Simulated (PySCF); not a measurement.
**How good is the calculation?**

Molfile (atoms numbered from 1):
```
C3H2N2
     RDKit          3D

  7  6  0  0  0  0  0  0  0  0999 V2000
   -2.2033    0.9596    0.0137 N   0  0  0  0  0  0  0  0  0  0  0  0
   -1.2221    0.3496    0.0115 C   0  0  0  0  0  0  0  0  0  0  0  0
    0.0027   -0.4478    0.0099 C   0  0  0  0  0  0  0  0  0  0  0  0
    1.2185    0.3625   -0.0261 C   0  0  0  0  0  0  0  0  0  0  0  0
    2.1917    0.9844   -0.0562 N   0  0  0  0  0  0  0  0  0  0  0  0
    0.0195   -1.0857    0.9094 H   0  0  0  0  0  0  0  0  0  0  0  0
   -0.0070   -1.1228   -0.8622 H   0  0  0  0  0  0  0  0  0  0  0  0
  1  2  3  0
  2  3  1  0
  3  4  1  0
  4  5  3  0
  3  6  1  0
  3  7  1  0
M  END
```

What is known from experiment:  Coupling constants: 1J(C3,H6) 145.2 Hz, 2J(H6,H7) -20.4 Hz.

- σ from GIAO-PBE0/pcSseg-1
- J couplings at B3LYP/pcJ-1
- coordinates at the PBE0-D3(BJ)/def2-SVP level
- program: PySCF
- gas phase, non-relativistic Hamiltonian, one computed conformer, one averaged value for each set of equivalent atoms

**Question.** How close does the calculation come?

**Answer.** 
Coupling constants in Hz:
```tsv
coupling	reference	computed	source
1J(C3,H6)	145.2	146.1	measured; liquid or solution (compiled); San Fabian, Garcia de la Vega, Suardiaz et al., Magn. Reson. Chem. 2013, 51, 775 (SI)
2J(H6,H7)	-20.4	-22.6	measured; UCL NMR lecture notes, Spin-Spin Coupling (L3_3_97)
```
